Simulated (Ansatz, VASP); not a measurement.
# Te2Mo in VASP and in Ansatz

```
Te Mo
1.0
     3.51900    0.00000    0.00000
    -1.75950    3.04754    0.00000
     0.00000    0.00000   13.96400
Te Mo
4 2
Direct
  0.33333 0.66667 0.62007
  0.66667 0.33333 0.12007
  0.33333 0.66667 0.87993
  0.66667 0.33333 0.37993
  0.33333 0.66667 0.25000
  0.66667 0.33333 0.75000
```

Alike in both runs: functional PBE; k mesh 9 × 9 × 3; no spin polarisation.

Ansatz relaxed the structure, and its values are those at the end. VASP's run is a single point on that final structure, the one shown.

|  | VASP | Ansatz |
| --- | --- | --- |
| version | VASP 6.6.1 | Ansatz 0.2.0 |
| potentials or method | VASP PAW PBE potentials, release 64 (Te, Mo_sv) | scalar-relativistic, plane waves, PAW |
| plane-wave cutoff (eV) | 520 | 420 |
| occupations | gaussian, width 0.01 eV | fixed |
| valence electrons in the cell | 52 | 92 |

|  | VASP | Ansatz | Ansatz less VASP |
| --- | --- | --- | --- |
| gap on the k mesh at the Fermi level (eV) | 0.77 | 0.77 | +0.005 |
| least direct gap on the mesh (eV) | 1.05 | 1.05 | 0.000 |
| pressure (GPa) | 2.2 | 2.2 | -0.02 |
| rms of the force components (eV/Å) | 0.007 | 0.001 | -0.0064 |

The two sets of potentials don't hold the same shells in valence. Ansatz warned: «stress_scf_threshold_loose».

Caveats: spin-orbit coupling is left out, which moves the levels of the heavy elements; an odd mesh through Γ misses points on the zone boundary, where band edges often lie; this functional lacks dispersion, which binds the layers, so the pressure and a relaxed spacing across them are unreliable. Expect the measured gap to be larger: semilocal functionals such as PBE lack the derivative discontinuity.
